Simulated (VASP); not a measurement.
Si, 8 atoms in the cell. The structure is trigonal, space group R-3 (No. 148). The conventional cell has a = 9.426 Å, b = 9.426 Å, c = 5.652 Å, α = 90.00°, β = 90.00°, γ = 120.00°. Si (site symmetry 1) has 4 Si at 2.34 to 2.38 Å as nearest neighbours. Si (site symmetry 3) is surrounded by 4 Si at 2.38 to 2.41 Å. This isn't the form of Si at room conditions, which is diamond.

```yaml
Program: VASP 6.6.1
Task: optical spectrum
Functional: optB88-vdW
Potentials_or_basis: VASP PAW PBE potentials, release 64 (Si)
Cutoff: 520 eV
k_mesh: 6 × 6 × 6
Occupations: fermi-dirac, width 0.05 eV
Spin: no spin polarisation
Further_INCAR_settings: ALGO = Normal; EDIFF = 1e-06; NBANDS = 40
```

Potentials or basis: VASP PAW PBE potentials, release 64 (Si).

Command:

```bash
$ cat potpaw_PBE.64/Si/POTCAR > POTCAR
$ mpirun -np 1 vasp_std > vasp.out
```

Hardware: 1 thread of Intel(R) Xeon(R) 6975P-C (Granite Rapids), with other jobs on the host.

Q: Estimate the wall time of this run.

A: Run time: 4.3 min on 1 thread of Intel(R) Xeon(R) 6975P-C (Granite Rapids), with other jobs on the host, peak memory 0.92 GiB. Counts: scf iterations 13, k points 40.
